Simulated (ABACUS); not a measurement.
TiO2 in ABACUS: the effect of basis

TiO2:

```
CELL_PARAMETERS angstrom
4.59984 0.00000 0.00000
0.00000 4.59984 0.00000
0.00000 0.00000 2.95921
ATOMIC_POSITIONS crystal
Ti 0.00000 0.00000 0.50000
Ti 0.50000 0.50000 0.00000
O 0.30432 0.30432 0.50000
O 0.19568 0.80432 0.00000
O 0.80432 0.19568 0.00000
O 0.69568 0.69568 0.50000
```

The cell is a database's computed one.

Alike in all runs:

* Program: ABACUS 3.10.1
* Task: equation of state
* Functional: PBE
* Potentials or basis: PseudoDojo NC SR 0.4.1 PBE standard
* k mesh: 4 × 4 × 6
* Occupations: fermi-dirac, width 0.05 eV
* Spin: no spin polarisation

| basis | cutoff | V0 of scaled cells (Å³/atom) | B0 (GPa) |
| --- | --- | --- | --- |
| DZP | 1361 eV | ? | ? |
| TZDP | 1361 eV | 10.62 | 228 |
| pw | 1143 eV | 10.60 | 229 |

What does the run with basis DZP give?

V0 of scaled cells 10.65 Å³/atom; B0 224 GPa.

Caveats: the cell was scaled at fixed shape and fractional positions, which overstates the stiffness of a crystal with free parameters, most of all of layers and chains; the atomic orbitals were generated for these runs and aren't a published set (some runs); the basis of atomic orbitals isn't converged, which shifts pressures, moduli and gaps (some runs).
